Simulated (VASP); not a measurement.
# InP (Fm-3m) in VASP: a series of runs

Runs on InP. Level: PBEsol. Tasks: single point.

Program: VASP 6.6.1. These are calculated values, not measurements. Logs are shortened: lines on timing, memory, paths and dates and some standing lists are left out, and cuts for length are marked.

### Step 1. The structure

Symmetry: Fm-3m, No. 225, cubic system. The conventional cell has a = 5.538 Å, b = 5.538 Å, c = 5.538 Å, α = 90.00°, β = 90.00°, γ = 90.00°. In (site symmetry m-3m) has 6 P at 2.77 Å as nearest neighbours. P (site symmetry m-3m) has 6 In at 2.77 Å as nearest neighbours.

Measurements of this composition are mostly on another form, of space group No. 216.

### Step 2. Single point, PBEsol

The input, INCAR:

```
SYSTEM = InP
  PREC = Accurate
  ENCUT = 600
  EDIFF = 1E-6
  ISMEAR = 0
  SIGMA = 0.05
  LREAL = .False.
  LASPH = .True.
  NELM = 100
  ALGO = Normal
  ISIF = 2
  LWAVE = .False.
  LCHARG = .False.
  GGA = PS
  ADDGRID = .False.
```

The input, KPOINTS:

```
regular mesh
0
Gamma
  5 5 5
  0 0 0
```

The input, POSCAR:

```
InP
1.0
    0.0000000000      2.7688340000      2.7688340000
    2.7688340000      0.0000000000      2.7688340000
    2.7688340000      2.7688340000      0.0000000000
In P
1 1
Direct
    0.0000000000      0.0000000000      0.0000000000
    0.5000000000      0.5000000000      0.5000000000
```

Potentials or basis: VASP PAW PBE potentials, release 64 (In_d, P).

Started as:

```console
cat potpaw_PBE.64/In_d/POTCAR potpaw_PBE.64/P/POTCAR > POTCAR
mpirun -np 1 vasp_std > vasp.out
```

OUTCAR:

```text
SYSTEM = InP
   PREC = Accurate
   ENCUT = 600
   EDIFF = 1E-6
   ISMEAR = 0
   LREAL = .False.
   LASPH = .True.
   NELM = 100
   ISIF = 2
   GGA = PS

 Found     10 irreducible k-points:

 Following reciprocal coordinates:
            Coordinates               Weight
  0.000000  0.000000  0.000000      1.000000
  0.200000  0.000000  0.000000      8.000000
  0.400000  0.000000  0.000000      8.000000
  0.200000  0.200000  0.000000      6.000000
  0.400000  0.200000  0.000000     24.000000
 -0.400000  0.200000  0.000000     24.000000
   k-points           NKPTS =     10   k-points in BZ     NKDIM =     10   number of bands    NBANDS=     13
   number of dos      NEDOS =    301   number of ions     NIONS =      2
   total plane-waves  NPLWV =  32768
   dimension x,y,z NGX =    32 NGY =   32 NGZ =   32
   dimension x,y,z NGXF=    64 NGYF=   64 NGZF=   64
   ions per type =               1   1
   NGX,Y,Z   is equivalent  to a cutoff of  13.59, 13.59, 13.59 a.u.
   NGXF,Y,Z  is equivalent  to a cutoff of  27.17, 27.17, 27.17 a.u.
 SYSTEM =  InP
   PREC   = accura    normal or accurate (medium, high low for compatibility)
   ISTART =      0    job   : 0-new  1-cont  2-samecut
   ICHARG =      2    charge: 1-file 2-atom 10-const
   ISPIN  =      1    spin polarized calculation?
   LNONCOLLINEAR =      F non collinear calculations
   LSORBIT =      F    spin-orbit coupling
   LASPH  =      T    aspherical Exc in radial PAW
   ENCUT  =  600.0 eV  44.10 Ry    6.64 a.u.   7.82  7.82  7.82*2*pi/ulx,y,z
   NELM   =    100;   NELMIN=  2; NELMDL= -5     # of ELM steps
   EDIFF  = 0.1E-05   stopping-criterion for ELM
   LREAL  =      F    real-space projection
   EDIFFG = 0.1E-04   stopping-criterion for IOM
   NSW    =      0    number of steps for IOM
   IBRION =     -1    ionic relax: 0-MD 1-quasi-New 2-CG
   NFREE  =      0    steps in history (QN), initial steepest desc. (CG)
   ISIF   =      2    stress and relaxation
   ISYM   =      2    0-nonsym 1-usesym 2-fastsym
   POTIM  = 0.5000    time-step for ionic-motion
   TEBEG  =    0.0;   TEEND  =   0.0 temperature during run
   PSTRESS=    0.0 pullay stress
   NELECT =      18.0000    total number of electrons
   NUPDOWN=      -1.0000    fix difference up-down
   EMIN   =  10.00;   EMAX   =-10.00  energy-range for DOS
   EFERMI =   0.00;   METHOD = LEGACY
   ISMEAR =     0;   SIGMA  =   0.05  broadening in eV -4-tet -1-fermi 0-gaus
   EFERMI_NEDOS =   21; number of points for ismear=-14 and -15
   IALGO  =     38    algorithm
   IMIX   =      4    mixing-type and parameters
     AMIX     =   0.40;   BMIX     =  1.00
     AMIX_MAG =   1.60;   BMIX_MAG =  1.00
  volume/ion in A,a.u.               =      21.23       143.25
  Fermi-wavevector in a.u.,A,eV,Ry     =   1.229869  2.324115 20.579860  1.512577
  Thomas-Fermi vector in A             =   2.364739
   LORBIT       =      0    0 simple, 1 ext, 2 COOP (PROOUT), +10 PAW based schemes
   GGA     = PS    functional components
   LHFCALC =     F    Hartree Fock is set to
   AEXX    =    0.0000 exact exchange contribution
   IVDW    =     0    specifies the selected vdW correction
   LEPSILON=     F    determine dielectric tensor
   LRPA    =     F    only Hartree local field effects (RPA)
 non-spin polarized calculation
 Gauss-broadening in eV      SIGMA  =   0.05
  energy-cutoff  :      600.00
  volume of cell :       42.45
 maximum number of plane-waves:      1422
   NGX = 15   NGY = 15   NGZ = 15

 number of electron      17.9999998 magnetization

 Free energy of the ion-electron system (eV)
  ---------------------------------------------------
  ext. energy  EPLUGINS =         0.00000000
  ---------------------------------------------------
  free energy    TOTEN  =        -8.75565457 eV

  energy without entropy =       -8.75222249  energy(sigma->0) =       -8.75393853

 E-fermi :   7.0375     XC(G=0): -10.5488

 val. band max:        7.0262786270   @ k =   0.4000   0.0000   0.0000
 cond. band min:       7.2326122425   @ k =  -0.2000   0.2000   0.0000
 fundamental gap:      0.2063336154
 Fermi energy:         7.0375441971

 k-point     1 :       0.0000    0.0000    0.0000
  band No.  band energies     occupation
      1      -7.2094      2.00000
      2      -7.2094      2.00000
      3      -7.1886      2.00000
      4      -7.1886      2.00000
      5      -7.1886      2.00000
      6      -5.0931      2.00000
      7       6.6656      2.00000
      8       6.6656      2.00000
      9       6.6656      2.00000
     10       7.4065      0.00000
     11      13.9930      0.00000
     12      13.9930      0.00000
     13      13.9930      0.00000

 k-point     2 :       0.2000    0.0000    0.0000
  band No.  band energies     occupation
      1      -7.2296      2.00000
      2      -7.2296      2.00000
      3      -7.1908      2.00000
      4      -7.1613      2.00000
      5      -7.1613      2.00000
      6      -4.5988      2.00000
      7       3.6962      2.00000
      8       6.7546      2.00000
      9       6.7546      2.00000
     10       9.4542      0.00000
     11      12.4797      0.00000
     12      12.5275      0.00000
     13      12.5275      0.00000

 k-point     3 :       0.4000    0.0000    0.0000
  band No.  band energies     occupation
      1      -7.2660      2.00000
      2      -7.2660      2.00000
      3      -7.1989      2.00000
      4      -7.1127      2.00000
      5      -7.1127      2.00000
      6      -3.3533      2.00000
      7       0.8261      2.00000
      8       7.0263      1.25000
      9       7.0263      1.25000
     10       9.4336      0.00000
     11      10.5769      0.00000
     12      10.5769      0.00000
     13      12.1248      0.00000

 k-point     4 :       0.2000    0.2000    0.0000
  band No.  band energies     occupation
      1      -7.2899      2.00000
      2      -7.2080      2.00000
      3      -7.1927      2.00000
      4      -7.1509      2.00000
      5      -7.1509      2.00000
      6      -4.3960      2.00000
      7       4.2300      2.00000
      8       5.8383      2.00000
      9       5.8383      2.00000
     10       9.1342      0.00000
     11      11.8799      0.00000
     12      12.1336      0.00000
     13      14.2385      0.00000

 k-point     5 :       0.4000    0.2000    0.0000
  band No.  band energies     occupation
      1      -7.3556      2.00000
      2      -7.2130      2.00000
      3      -7.2049      2.00000
      4      -7.1285      2.00000
      5      -7.1053      2.00000
      6      -3.3010      2.00000
      7       1.9851      2.00000
      8       5.4222      2.00000
      9       5.6241      2.00000
     10       7.8325      0.00000
     11      11.8185      0.00000
     12      13.2030      0.00000
     13      13.2323      0.00000

 k-point     6 :      -0.4000    0.2000    0.0000
  band No.  band energies     occupation
      1      -7.3399      2.00000
      2      -7.2454      2.00000
      3      -7.1780      2.00000
      4      -7.1332      2.00000
      5      -7.1050      2.00000
      6      -2.5945      2.00000
      7       0.7786      2.00000
      8       4.4600      2.00000
      9       6.3110      2.00000
     10       8.5028      0.00000
     11      11.6562      0.00000
     12      11.6863      0.00000
     13      14.3201      0.00000

 [... further k-points ...]

------------------------ aborting loop because EDIFF is reached ----------------------------------------

  FORCE on cell =-STRESS in cart. coord.  units (eV):
  Direction    XX          YY          ZZ          XY          YZ          ZX
  --------------------------------------------------------------------------------------
  -------------------------------------------------------------------------------------
  Total       -0.8293897     -0.8293897     -0.8293897      0.0000000      0.0000000     -0.0000000
  in kB      -31.3002973    -31.3002973    -31.3002973      0.0000000      0.0000000     -0.0000000
  external PRESSURE =     -31.3002973 kB  Pullay stress =       0.0000000 kB

 VOLUME and BASIS-vectors are now :
 -----------------------------------------------------------------------------
  energy-cutoff  :      600.00
  volume of cell :       42.45
      direct lattice vectors                 reciprocal lattice vectors
     0.000000000  2.768834000  2.768834000    -0.180581429  0.180581429  0.180581429
     2.768834000  0.000000000  2.768834000     0.180581429 -0.180581429  0.180581429
     2.768834000  2.768834000  0.000000000     0.180581429  0.180581429 -0.180581429

 POSITION                                       TOTAL-FORCE (eV/Angst)
 -----------------------------------------------------------------------------------
      0.00000      0.00000      0.00000         0.000000      0.000000     -0.000000
      2.76883      2.76883      2.76883         0.000000     -0.000000      0.000000
 -----------------------------------------------------------------------------------
    total drift:                                0.000000     -0.000000     -0.000000

  FREE ENERGIE OF THE ION-ELECTRON SYSTEM (eV)
  ---------------------------------------------------
  free  energy   TOTEN  =        -8.7556545730 eV

  energy  without entropy=       -8.7522224888  energy(sigma->0) =       -8.75393853
```

It took 3.3 s on 1 thread of Intel Xeon 6975P-C (Granite Rapids), shared host; peak memory 0.17 GiB.

These settings aren't checked as converged: the numbers below hold their error.

What came out:

```
Free energy            : -8.7557 eV
Pressure               : -3.1 GPa
Band gap on the k mesh : none (metal or under the smearing width)
```

Caveat: the k mesh is coarse (spacing up to 0.39 Å⁻¹), so the values aren't converged; the PAW data sets were made with another functional, which shifts forces and pressure a little.

### Step 3. Single point, PBEsol

INCAR, as its differences from that of step 2:

```diff
@@ -2,3 +2,3 @@
   PREC = Accurate
-  ENCUT = 600
+  ENCUT = 350
   EDIFF = 1E-6
```

The input, KPOINTS:

```
regular mesh
0
Gamma
  7 7 7
  0 0 0
```

POSCAR is that of step 2.

Potentials or basis: VASP PAW PBE potentials, release 64 (In_d, P).

Started as:

```console
cat potpaw_PBE.64/In_d/POTCAR potpaw_PBE.64/P/POTCAR > POTCAR
mpirun -np 1 vasp_std > vasp.out
```

Wall time 2.6 s (1 thread of Intel Xeon 6975P-C (Granite Rapids), shared host); peak memory 0.13 GiB.

These settings aren't checked as converged: the numbers below hold their error.

Results:

| Item | Value |
| --- | --- |
| Free energy | -8.7823 eV |
| Pressure | -3.6 GPa |
| Band gap on the k mesh | none (metal or under the smearing width) |

Caveat: the PAW data sets were made with another functional, which shifts forces and pressure a little.

### Step 4. Single point, PBEsol

INCAR, as its differences from that of step 3:

```diff
@@ -2,3 +2,3 @@
   PREC = Accurate
-  ENCUT = 350
+  ENCUT = 500
   EDIFF = 1E-6
```

The input, KPOINTS:

```
regular mesh
0
Gamma
  6 6 6
  0 0 0
```

POSCAR is that of step 3.

Started as:

```console
cat potpaw_PBE.64/In_d/POTCAR potpaw_PBE.64/P/POTCAR > POTCAR
mpirun -np 1 vasp_std > vasp.out
```

It took 4.7 s on 1 thread of Intel Xeon 6975P-C (Granite Rapids), shared host; peak memory 0.16 GiB.

The run converged, but some of its settings lie outside the range that counts as converged, so its numbers aren't taken as properties of the crystal.

What came out:

| Item | Value |
| --- | --- |
| Free energy | -8.7905 eV |
| Pressure | -3.1 GPa |
| Band gap on the k mesh | none (metal or under the smearing width) |

Caveat: the PAW data sets were made with another functional, which shifts forces and pressure a little.

### Step 5. Single point, PBEsol

INCAR, as its differences from that of step 4:

```diff
@@ -2,3 +2,3 @@
   PREC = Accurate
-  ENCUT = 500
+  ENCUT = 400
   EDIFF = 1E-6
```

The input, KPOINTS:

```
regular mesh
0
Gamma
  7 7 7
  0 0 0
```

POSCAR is that of step 4.

Started as:

```console
cat potpaw_PBE.64/In_d/POTCAR potpaw_PBE.64/P/POTCAR > POTCAR
mpirun -np 1 vasp_std > vasp.out
```

Wall time 4.3 s (1 thread of Intel Xeon 6975P-C (Granite Rapids), shared host); peak memory 0.15 GiB.

The run converged, but some of its settings lie outside the range that counts as converged, so its numbers aren't taken as properties of the crystal.

Results:

```
Free energy            : -8.7840 eV
Pressure               : -3.3 GPa
Band gap on the k mesh : none (metal or under the smearing width)
```

Caveat: the PAW data sets were made with another functional, which shifts forces and pressure a little.

### Step 6. For comparison

An earlier run on the cell as given: functional PBE; potentials or basis VASP PAW PBE potentials, release 64 (In_d, P); cutoff 520 eV; k mesh 8 × 8 × 8; occupations fermi-dirac, width 0.05 eV; no spin polarisation.

- Pressure: -0.1 GPa
- Band gap on the k mesh: none (metal or under the smearing width)
